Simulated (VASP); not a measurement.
# CdS (Greenockite) (P6_3mc) in VASP: a series of runs, part 2 of 2

VASP 6.6.1. Earlier steps stand in the parts before.

## 3. Single point, PBE, spin-orbit coupling, no magnetisation

The input, INCAR:

```
ALGO = Normal
EDIFF = 1E-7
ENCUT = 350
GGA = PE
GGA_COMPAT = False
ISIF = 2
ISMEAR = 0
LASPH = True
LCHARG = False
LORBIT = 11
LREAL = Auto
LSORBIT = True
LWAVE = False
MAGMOM = 0 0 0 0 0 0 0 0 0 0 0 0
NBANDS = 52
NELM = 100
PREC = Accurate
SIGMA = 0.02
```

The input, KPOINTS:

```
k-points
0
Gamma
  7 7 4
```

The input, POSCAR:

```
CdS
1.0
    4.1500000000      0.0000000000      0.0000000000
   -2.0750000000      3.5940054257      0.0000000000
    0.0000000000      0.0000000000      6.7370000000
Cd S
2 2
Direct
    0.6666666667      0.3333333333      0.5000000000
    0.3333333333      0.6666666667      0.0000000000
    0.6666666667      0.3333333333      0.8750000000
    0.3333333333      0.6666666667      0.3750000000
```

Potentials or basis: VASP PAW PBE potentials, release 64 (Cd, S).

Launch:

```bash
cat potpaw_PBE.64/Cd/POTCAR potpaw_PBE.64/S/POTCAR > POTCAR
mpirun -np 1 vasp_ncl > vasp.out
```

OUTCAR:

```text
EDIFF = 1E-7
   ENCUT = 350
   GGA = PE
   ISIF = 2
   ISMEAR = 0
   LASPH = True
   LORBIT = 11
   LREAL = Auto
   LSORBIT = True
   NELM = 100
   PREC = Accurate

 Found     32 irreducible k-points:

 Following reciprocal coordinates:
            Coordinates               Weight
  0.000000  0.000000  0.000000      1.000000
  0.142857 -0.000000  0.000000      6.000000
  0.285714 -0.000000  0.000000      6.000000
  0.428571 -0.000000  0.000000      6.000000
  0.142857  0.142857  0.000000      6.000000
  0.285714  0.142857  0.000000     12.000000
   k-points           NKPTS =     32   k-points in BZ     NKDIM =     32   number of bands    NBANDS=     52
   number of dos      NEDOS =    301   number of ions     NIONS =      4
   total plane-waves  NPLWV =  32928
   dimension x,y,z NGX =    28 NGY =   28 NGZ =   42
   dimension x,y,z NGXF=    56 NGYF=   56 NGZF=   84
   ions per type =               2   2
   NGX,Y,Z   is equivalent  to a cutoff of  11.22, 11.22, 10.36 a.u.
   NGXF,Y,Z  is equivalent  to a cutoff of  22.43, 22.43, 20.73 a.u.
 SYSTEM =  unknown system
   PREC   = accura    normal or accurate (medium, high low for compatibility)
   ISTART =      0    job   : 0-new  1-cont  2-samecut
   ICHARG =      2    charge: 1-file 2-atom 10-const
   ISPIN  =      1    spin polarized calculation?
   LNONCOLLINEAR =      T non collinear calculations
   LSORBIT =      T    spin-orbit coupling
   LASPH  =      T    aspherical Exc in radial PAW
   ENCUT  =  350.0 eV  25.72 Ry    5.07 a.u.   6.33  6.33 10.28*2*pi/ulx,y,z
   NELM   =    100;   NELMIN=  2; NELMDL= -5     # of ELM steps
   EDIFF  = 0.1E-06   stopping-criterion for ELM
   LREAL  =      T    real-space projection
   EDIFFG = 0.1E-05   stopping-criterion for IOM
   NSW    =      0    number of steps for IOM
   IBRION =     -1    ionic relax: 0-MD 1-quasi-New 2-CG
   NFREE  =      0    steps in history (QN), initial steepest desc. (CG)
   ISIF   =      2    stress and relaxation
   ISYM   =      2    0-nonsym 1-usesym 2-fastsym
   POTIM  = 0.5000    time-step for ionic-motion
   TEBEG  =    0.0;   TEEND  =   0.0 temperature during run
   PSTRESS=    0.0 pullay stress
   NELECT =      36.0000    total number of electrons
   NUPDOWN=      -1.0000    fix difference up-down
   EMIN   =  10.00;   EMAX   =-10.00  energy-range for DOS
   EFERMI =   0.00;   METHOD = LEGACY
   ISMEAR =     0;   SIGMA  =   0.02  broadening in eV -4-tet -1-fermi 0-gaus
   EFERMI_NEDOS =   21; number of points for ismear=-14 and -15
   IALGO  =     38    algorithm
   IMIX   =      4    mixing-type and parameters
     AMIX     =   0.40;   BMIX     =  1.00
     AMIX_MAG =   1.60;   BMIX_MAG =  1.00
  volume/ion in A,a.u.               =      25.12       169.52
  Fermi-wavevector in a.u.,A,eV,Ry     =   1.162727  2.197236 18.394190  1.351935
  Thomas-Fermi vector in A             =   2.299285
   LORBIT       =     11    0 simple, 1 ext, 2 COOP (PROOUT), +10 PAW based schemes
   GGA     = PE    functional components
   LHFCALC =     F    Hartree Fock is set to
   AEXX    =    0.0000 exact exchange contribution
   IVDW    =     0    specifies the selected vdW correction
   LEPSILON=     F    determine dielectric tensor
   LRPA    =     F    only Hartree local field effects (RPA)
 Gauss-broadening in eV      SIGMA  =   0.02
  energy-cutoff  :      350.00
  volume of cell :      100.48
 maximum number of plane-waves:      3040
 NGX is ok and might be reduce to    28
   NGX = 13   NGY = 13   NGZ = 21

 number of electron      36.0000023 magnetization       0.0000000      0.0000000     -0.0000000

 number of electron      36.0000023 magnetization       0.0000000      0.0000000      0.0000000

 number of electron      36.0000023 magnetization      -0.0000000     -0.0000000      0.0000000

 Free energy of the ion-electron system (eV)
  ---------------------------------------------------
  ext. energy  EPLUGINS =         0.00000000
  ---------------------------------------------------
  free energy    TOTEN  =       -12.31746799 eV

  energy without entropy =      -12.31746799  energy(sigma->0) =      -12.31746799

 E-fermi :   1.3347     XC(G=0):  -9.0861

 val. band max:        1.2227077021   @ k =   0.0000   0.0000   0.0000
 cond. band min:       2.4016319265   @ k =   0.0000   0.0000   0.0000
 fundamental gap:      1.1789242244
 Fermi energy:         1.3346894087

 k-point     1 :       0.0000    0.0000    0.0000
  band No.  band energies     occupation
      1     -11.0930      1.00000
      2     -11.0930      1.00000
      3     -10.6691      1.00000
      4     -10.6691      1.00000
      5      -6.7245      1.00000
      6      -6.7245      1.00000
[... 295 lines left out ...]
     47       9.1589      0.00000
     48       9.1849      0.00000

 [... further k-points ...]

 [bands above 48 left out]

------------------------ aborting loop because EDIFF is reached ----------------------------------------

  FORCE on cell =-STRESS in cart. coord.  units (eV):
  Direction    XX          YY          ZZ          XY          YZ          ZX
  --------------------------------------------------------------------------------------
  -------------------------------------------------------------------------------------
  Total        1.1097088      1.1097088      1.5219702      0.0000000      0.0000000      0.0000000
  in kB       17.6940082     17.6940082     24.2674063      0.0000000      0.0000000      0.0000000
  external PRESSURE =      19.8851409 kB  Pullay stress =       0.0000000 kB

 VOLUME and BASIS-vectors are now :
 -----------------------------------------------------------------------------
  energy-cutoff  :      350.00
  volume of cell :      100.48
      direct lattice vectors                 reciprocal lattice vectors
     4.150000000  0.000000000  0.000000000     0.240963855  0.139120547  0.000000000
    -2.075000000  3.594005426  0.000000000     0.000000000  0.278241094  0.000000000
     0.000000000  0.000000000  6.737000000     0.000000000  0.000000000  0.148434021

 POSITION                                       TOTAL-FORCE (eV/Angst)
 -----------------------------------------------------------------------------------
      2.07500      1.19800      3.36850         0.000000     -0.000000     -0.069201
     -0.00000      2.39600      0.00000         0.000000      0.000000     -0.069201
      2.07500      1.19800      5.89487        -0.000000      0.000000      0.069201
     -0.00000      2.39600      2.52637         0.000000     -0.000000      0.069201
 -----------------------------------------------------------------------------------
    total drift:                               -0.000000      0.000000     -0.000447

  FREE ENERGIE OF THE ION-ELECTRON SYSTEM (eV)
  ---------------------------------------------------
  free  energy   TOTEN  =       -12.3174679922 eV

  energy  without entropy=      -12.3174679922  energy(sigma->0) =      -12.31746799

 Spin-Orbit-Coupling matrix elements

 Ion:    1  E_soc:     -0.0563498
 l=   1
     0.0000000    -0.0024374    -0.0024275
    -0.0024374     0.0000000    -0.0024374
    -0.0024275    -0.0024374     0.0000000
 l=   2
     0.0000000    -0.0013843     0.0000000    -0.0013843    -0.0055848
    -0.0013843     0.0000000    -0.0041889    -0.0013726    -0.0013843
     0.0000000    -0.0041889     0.0000000    -0.0041889     0.0000000
    -0.0013843    -0.0013726    -0.0041889     0.0000000    -0.0013843
    -0.0055848    -0.0013843     0.0000000    -0.0013843     0.0000000
 l=   3
     0.0000000     0.0000000     0.0000000     0.0000000     0.0000000     0.0000000     0.0000000
     0.0000000     0.0000000     0.0000000     0.0000000     0.0000000     0.0000000     0.0000000
     0.0000000     0.0000000     0.0000000     0.0000000     0.0000000     0.0000000     0.0000000
     0.0000000     0.0000000     0.0000000     0.0000000     0.0000000     0.0000000     0.0000000
[... 49 lines left out ...]
 l=   2
     0.0000000     0.0000000     0.0000000     0.0000000     0.0000000
     0.0000000     0.0000000     0.0000000     0.0000000     0.0000000
     0.0000000     0.0000000     0.0000000     0.0000000     0.0000000
     0.0000000     0.0000000     0.0000000     0.0000000     0.0000000
     0.0000000     0.0000000     0.0000000     0.0000000     0.0000000
 l=   3
     0.0000000     0.0000000     0.0000000     0.0000000     0.0000000     0.0000000     0.0000000
     0.0000000     0.0000000     0.0000000     0.0000000     0.0000000     0.0000000     0.0000000
     0.0000000     0.0000000     0.0000000     0.0000000     0.0000000     0.0000000     0.0000000
     0.0000000     0.0000000     0.0000000     0.0000000     0.0000000     0.0000000     0.0000000
     0.0000000     0.0000000     0.0000000     0.0000000     0.0000000     0.0000000     0.0000000
     0.0000000     0.0000000     0.0000000     0.0000000     0.0000000     0.0000000     0.0000000
     0.0000000     0.0000000     0.0000000     0.0000000     0.0000000     0.0000000     0.0000000

 total charge

# of ion       s       p       d       tot
------------------------------------------
    1        0.423   0.320   9.549  10.293
    2        0.423   0.320   9.549  10.293
    3        1.323   2.398   0.000   3.721
    4        1.323   2.398   0.000   3.721
--------------------------------------------------
tot          3.493   5.435  19.099  28.027

 magnetization (x)

# of ion       s       p       d       tot
------------------------------------------
    1        0.000   0.000   0.000   0.000
    2       -0.000  -0.000   0.000  -0.000
    3        0.000   0.000   0.000   0.000
    4       -0.000  -0.000   0.000  -0.000
--------------------------------------------------
tot          0.000   0.000   0.000   0.000

 magnetization (y)

# of ion       s       p       d       tot
------------------------------------------
    1        0.000   0.000   0.000   0.000
    2        0.000   0.000   0.000   0.000
    3        0.000   0.000   0.000   0.000
    4        0.000   0.000   0.000   0.000
--------------------------------------------------
tot          0.000   0.000   0.000   0.000

 magnetization (z)

# of ion       s       p       d       tot
------------------------------------------
    1        0.000  -0.000   0.000  -0.000
    2       -0.000  -0.000   0.000  -0.000
    3        0.000   0.000   0.000   0.000
    4        0.000  -0.000   0.000  -0.000
--------------------------------------------------
tot          0.000  -0.000   0.000  -0.000
```

OSZICAR:

```text
N       E                     dE             d eps       ncg     rms          rms(c)
DAV:   1     0.204607301930E+03    0.20461E+03   -0.14052E+04  3368   0.935E+02
DAV:   2    -0.155360684886E+01   -0.20616E+03   -0.19916E+03  3848   0.283E+02
DAV:   3    -0.132685727664E+02   -0.11715E+02   -0.11635E+02  3852   0.672E+01
DAV:   4    -0.134074385711E+02   -0.13887E+00   -0.13871E+00  3716   0.702E+00
DAV:   5    -0.134098461417E+02   -0.24076E-02   -0.24074E-02  3804   0.899E-01    0.116E+01
DAV:   6    -0.123399479024E+02    0.10699E+01   -0.17180E+00  3968   0.140E+01    0.906E+00
DAV:   7    -0.123244500998E+02    0.15498E-01   -0.80478E-01  3512   0.482E+00    0.400E+00
DAV:   8    -0.123184561055E+02    0.59940E-02   -0.10055E-01  3496   0.310E+00    0.761E-01
DAV:   9    -0.123168521456E+02    0.16040E-02   -0.11144E-02  3600   0.127E+00    0.369E-01
DAV:  10    -0.123172159036E+02   -0.36376E-03   -0.15655E-03  3612   0.258E-01    0.106E-01
DAV:  11    -0.123174369139E+02   -0.22101E-03   -0.74093E-04  3576   0.292E-01    0.806E-02
DAV:  12    -0.123174670309E+02   -0.30117E-04   -0.20053E-04  3420   0.112E-01    0.224E-02
DAV:  13    -0.123174669198E+02    0.11117E-06   -0.13042E-05  3744   0.207E-02    0.137E-02
DAV:  14    -0.123174679579E+02   -0.10381E-05   -0.53134E-06  3416   0.181E-02    0.105E-02
DAV:  15    -0.123174679922E+02   -0.34332E-07   -0.33038E-07  3776   0.392E-03
   1 F= -.12317468E+02 E0= -.12317468E+02  d E =-.139702E-17  mag=     0.0000     0.0000    -0.0000
```

stdout:

```text
POSCAR found type information on POSCAR CdS
 POSCAR found :  2 types and       4 ions
 scaLAPACK will be used
 -----------------------------------------------------------------------------
|                                                                             |
|                                                                             |
|     You have a (more or less) 'small supercell' and for smaller cells       |
|     it is recommended to use the reciprocal-space projection scheme!        |
|     The real-space optimization is not efficient for small cells and it     |
|     is also less accurate ...                                               |
|     Therefore, set LREAL=.FALSE. in the INCAR file.                         |
|                                                                             |
 -----------------------------------------------------------------------------

 LDA part: xc-table for (Slater+PW92), standard interpolation
 POSCAR, INCAR and KPOINTS ok, starting setup
 FFT: planning ... GRIDC
 FFT: planning ... GRID_SOFT
 FFT: planning ... GRID
 WAVECAR not read
 entering main loop
```

It took 3.5 min on 1 thread of Intel Xeon Platinum 8488C (Sapphire Rapids), shared host; peak memory 0.36 GiB.

The run converged, but some of its settings lie outside the range that counts as converged, so its numbers aren't taken as properties of the crystal.

What came out:

| Property | Result |
| --- | --- |
| Free energy | -12.3175 eV |
| Pressure | 2.0 GPa |
| Largest force | 0.069 eV/Å |
| Valence electrons inside the program's atomic spheres | Cd 10.29; S 3.72 |

## 4. Single point, PBE, spin-orbit coupling, no magnetisation

INCAR, as its differences from that of step 3:

```diff
@@ -10,3 +10,3 @@
 LORBIT = 11
-LREAL = Auto
+LREAL = False
 LSORBIT = True
@@ -17,2 +17,2 @@
 PREC = Accurate
-SIGMA = 0.02
+SIGMA = 0.2
```

KPOINTS is that of step 3.

POSCAR is that of step 3.

Launch:

```bash
cat potpaw_PBE.64/Cd/POTCAR potpaw_PBE.64/S/POTCAR > POTCAR
mpirun -np 1 vasp_ncl > vasp.out
```

Run time: 2.3 min. Hardware: 1 thread of Intel Xeon Platinum 8488C (Sapphire Rapids), shared host; peak memory 0.36 GiB.

These settings aren't checked as converged: the numbers below hold their error.

Results:

```
Free energy                                           : -12.3157 eV
Pressure                                              : 2.0 GPa
Largest force                                         : 0.069 eV/Å
Valence electrons inside the program's atomic spheres : Cd 10.29; S 3.72
```

## 5. Single point, PBE, spin-orbit coupling, no magnetisation

INCAR, as its differences from that of step 4:

```diff
@@ -2,3 +2,3 @@
 EDIFF = 1E-7
-ENCUT = 350
+ENCUT = 400
 GGA = PE
@@ -17,2 +17,2 @@
 PREC = Accurate
-SIGMA = 0.2
+SIGMA = 0.02
```

KPOINTS is that of step 4.

POSCAR is that of step 4.

Launch:

```bash
cat potpaw_PBE.64/Cd/POTCAR potpaw_PBE.64/S/POTCAR > POTCAR
mpirun -np 1 vasp_ncl > vasp.out
```

Wall time 2.5 min (1 thread of Intel Xeon Platinum 8488C (Sapphire Rapids), shared host); peak memory 0.41 GiB.

The run converged, but some of its settings lie outside the range that counts as converged, so its numbers aren't taken as properties of the crystal.

What came out:

```
Free energy                                           : -12.3202 eV
Pressure                                              : 2.0 GPa
Largest force                                         : 0.069 eV/Å
Valence electrons inside the program's atomic spheres : Cd 10.30; S 3.72
```

## 6. For comparison

An earlier run on the cell as given: functional PBEsol; potentials or basis VASP PAW PBE potentials, release 64 (Cd, S); cutoff 520 eV; k mesh 7 × 7 × 4; occupations fermi-dirac, width 0.05 eV; no spin polarisation.

* Pressure: -0.6 GPa
* Largest force: 0.067 eV/Å
* Band gap on the k mesh: 1.06 eV, direct
